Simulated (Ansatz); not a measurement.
Crystal: CuI (Marshite).

```
I Cu
1.0
     0.00000    3.03150    3.03150
     3.03150    0.00000    3.03150
     3.03150    3.03150    0.00000
I Cu
1 1
Direct
  0.00000 0.00000 0.00000
  0.75000 0.75000 0.75000
```

Base run:

| Property | Result |
| --- | --- |
| Program | Ansatz 0.2.0 |
| Functional | PBEsol |
| Potentials or basis | all-electron LAPW, scalar-relativistic |
| Cutoff | 283 eV |
| Density cutoff | 1131 eV |
| Basis error allowed | 0.001 eV/atom |
| k mesh | 8 × 8 × 8 |
| Occupations | fermi-dirac, width 0.05 eV |
| Spin | no spin polarisation |
| Hubbard terms | Cu d U = 8 eV |

Its results: band gap on the k mesh 2.14 eV, direct; pressure -1.2 GPa.

The run is repeated on the same cell with these changes: hubbard terms from Cu d U = 8 eV to Cu d U = 2 eV. What comes out?

Band gap on the k mesh 1.40 eV, direct; pressure -2.2 GPa.

Caveats: U is the effective U less J, on atomic orbitals that reach past the spheres; spin-orbit coupling is left out, which moves the levels of the heavy elements.

A k mesh can miss the band edges.

Not every run made on this cell is shown here.
